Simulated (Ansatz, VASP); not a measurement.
Given: the input of a run of Ansatz 0.2.0 on GaAs. 

File input.yaml:

```yaml
crystal:
  lattice:
    - [0.0, 2.82685, 2.82685]
    - [2.82685, 0.0, 2.82685]
    - [2.82685, 2.82685, 0.0]
  atoms:
    - { symbol: As, position: [0.75, 0.75, 0.75] }
    - { symbol: Ga, position: [0.0, 0.0, 0.0] }
kpoints:
  mp_grid: { grid: [8, 8, 8] }
scf:
  occupations: { method: fermi_dirac, width: 0.05 }
hamiltonian:
  xc: pbesol
  dispersion: d4
  pseudopotentials: { kind: all_electron, lapw: { basis_error: 0.001 } }
output:
  forces: true
  stress: true
relax:
  f_tol: 0.01
  max_steps: 60
  cell: {}
```

Potentials or basis: all-electron LAPW, scalar-relativistic.

Run with:

```bash
$ ansatz run input.yaml --threads 1 --pin off --max-ram 3072MiB --backend cpu --events-out ev --progress --plain --runs-dir out
```

Set up the same calculation for VASP 6.6.1. Potentials or basis there: PBE PAW files As, Ga_d, 600 eV.

As run (cutoffs and basis follow the program's own potentials, and thresholds, step limits or extra output files can differ):

File INCAR:

```
ALGO = Normal ; EDIFF = 1E-6
EDIFFG = -0.02 ; ENCUT = 600
GGA = PS ; IBRION = 2
ISIF = 3 ; ISMEAR = -1
IVDW = 13 ; LASPH = True
LCHARG = False ; LREAL = False
LWAVE = False ; NELM = 80
NSW = 60 ; PREC = Accurate
SIGMA = 0.05
```

The input KPOINTS:

```
k-points
0
Gamma
  8 8 8
```

POSCAR

```
GaAs
1.0
    0.0000000000      2.8268500000      2.8268500000
    2.8268500000      0.0000000000      2.8268500000
    2.8268500000      2.8268500000      0.0000000000
As Ga
1 1
Direct
    0.7500000000      0.7500000000      0.7500000000
    0.0000000000      0.0000000000      0.0000000000
```

Potentials or basis: VASP PAW PBE potentials, release 64 (As, Ga_d).

Run with:

```sh
$ cat potpaw_PBE.64/As/POTCAR potpaw_PBE.64/Ga_d/POTCAR > POTCAR
$ mpirun -np 1 vasp_std > vasp.out
```

Both were run:

|  | Ansatz | VASP |
| --- | --- | --- |
| Relaxed volume | 22.15 Å³/atom | 22.19 Å³/atom |
| Relaxed cell | a = 3.971 Å, b = 3.971 Å, c = 3.971 Å, α = 60.00°, β = 60.00°, γ = 60.00° | a = 3.974 Å, b = 3.974 Å, c = 3.974 Å, α = 60.00°, β = 60.00°, γ = 60.00° |
| Space group after relaxing | F-43m (No. 216) | F-43m (No. 216) |
| Pressure after relaxing | 0.0 GPa | -0.1 GPa |

VASP's potentials were made for PBE.

Where Ansatz's input types no cutoff or centring, it takes its own default and a Γ-centred mesh.

Pressure is positive in compression.
